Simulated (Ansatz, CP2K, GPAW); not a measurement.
# TiC: 3 runs at one level of theory

```xyz
2
Lattice="3.0628 0.0000 0.0000 1.5314 2.6525 0.0000 1.5314 0.8842 2.5008" Properties=species:S:1:pos:R:3 pbc="T T T"
Ti    0.0000    0.0000    0.0000
C     3.0628    1.7683    1.2504
```

The cell is a database's computed one, not the measured one.

Alike in all runs: task equation of state; functional LDA; k mesh 11 × 11 × 11; occupations fermi-dirac, width 0.05 eV; no spin polarisation; no spin-orbit coupling. LDA stands for any of its common fits.

```
                                                        program and potentials  plane-wave cutoff (eV)         notes  equilibrium volume (Å³/atom)  bulk modulus (GPa)
                                Ansatz, all-electron LAPW, scalar-relativistic                       -             -                          9.67               282.9
    GPAW, the program's PAW data sets (release 1.2.1) made for this functional                     800             -                          9.72               282.7
CP2K, GTH_POTENTIALS Ti GTH-PADE-q12, C GTH-PADE-q4; TZVP-MOLOPT-PBE-GTH basis                       -  atomic basis                          9.68               285.8
```

The equilibrium volume spans 9.67 (Ansatz, all-electron LAPW, scalar-relativistic) to 9.72 Å³/atom (GPAW, the program's PAW data sets (release 1.2.1) made for this functional), with all-electron results at 9.67. The bulk modulus spans 282.7 (GPAW, the program's PAW data sets (release 1.2.1) made for this functional) to 285.8 GPa (CP2K, GTH_POTENTIALS Ti GTH-PADE-q12, C GTH-PADE-q4; TZVP-MOLOPT-PBE-GTH basis), with all-electron results at 282.9. Rows in atomic bases carry the error of their basis and grid, which can be large.

Differences between rows come from potentials, basis sets and numerical settings, since the functional is the same but for its coding. Runs on potential files found faulty are left out.
